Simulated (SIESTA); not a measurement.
The system is Ge.

```xyz
2
Lattice="0.0000 2.8289 2.8289 2.8289 0.0000 2.8289 2.8289 2.8289 0.0000" Properties=species:S:1:pos:R:3 pbc="T T T"
Ge    4.2434    4.2434    4.2434
Ge    2.8289    2.8289    2.8289
```

Base run:

```yaml
Program: SIESTA 5.4.2
Functional: BLYP
Potentials_or_basis: PseudoDojo 0.4 standard (PBE files)
Basis: DZP (energy shift 0.003 Ry; two zetas on semicore shells)
Grid_cutoff: 800 Ry
Energy_shift: 0.003 Ry
k_mesh: 8 × 8 × 8
Occupations: fermi-dirac, width 0.05 eV
Spin: no spin polarisation
```

Its results: band gap on the k mesh none (metal or under the smearing width); pressure 7.9 GPa.

The run is repeated on the same cell with these changes: functional from BLYP to vdW-DF-cx. What comes out?

Band gap on the k mesh none (metal or under the smearing width); pressure 3.3 GPa.

Caveats: the potentials were made for another functional, which shifts forces and pressure; the basis of atomic orbitals isn't converged, which shifts pressures, moduli and gaps.
